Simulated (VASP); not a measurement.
GaP:

```
CELL_PARAMETERS angstrom
1.94302 1.12180 6.43081
-1.94302 1.12180 6.43081
0.00000 -2.24360 6.43081
ATOMIC_POSITIONS crystal
Ga 0.43537 0.43537 0.43537
Ga 0.56463 0.56463 0.56463
P 0.05739 0.05739 0.05739
P 0.94261 0.94261 0.94261
```

Measurements of this composition are mostly on another form, of space group No. 216.

| Quantity | Value |
| --- | --- |
| Program | VASP 6.6.1 |
| Task | relaxation of cell and atoms |
| Functional | LDA |
| Potentials or basis | VASP PAW LDA potentials, release 64 (Ga_d, P) |
| Cutoff | 600 eV |
| k mesh | 9 × 9 × 9 |
| Occupations | gaussian, width 0.02 eV |
| Spin | no spin polarisation |

At the start: pressure -4.7 GPa; volume 21.03 Å³/atom.

Question: How do energy, volume and symmetry change on relaxing?

Answer: Over 8 steps the energy falls by 22.0 meV/atom and the volume is 19.66 Å³/atom (-6.5 %); space group R-3m (No. 166, to 0.05 Å).

Step by step:
| step | energy change (eV) | largest force (eV/Å) | pressure (GPa) | volume (Å³) |
| --- | --- | --- | --- | --- |
| 1 | 0.0000 | 0.0876 | -4.74 | 84.10 |
| 2 | -0.0718 | 0.2251 | 2.28 | 76.76 |
| 3 | -0.0851 | 0.1877 | 0.01 | 78.71 |
| 4 | -0.0850 | 0.1898 | 0.17 | 78.60 |
| 5 | -0.0873 | 0.0780 | 0.14 | 78.49 |
| 6 | -0.0874 | 0.0861 | 0.14 | 78.51 |
| 7 | -0.0879 | 0.0145 | -0.06 | 78.68 |
| 8 | -0.0879 | 0.0040 | 0.00 | 78.65 |

Final structure:
```xyz
4
Lattice="1.8982 1.0959 6.3012 -1.8982 1.0959 6.3012 0.0000 -2.1919 6.3012" Properties=species:S:1:pos:R:3 pbc="T T T"
Ga    0.0000    0.0000    8.2406
Ga    0.0000    0.0000   10.6630
P     0.0000    0.0000    1.0956
P     0.0000    0.0000   17.8080
```

Caveat: an odd mesh through Γ misses points on the zone boundary, where band edges often lie.
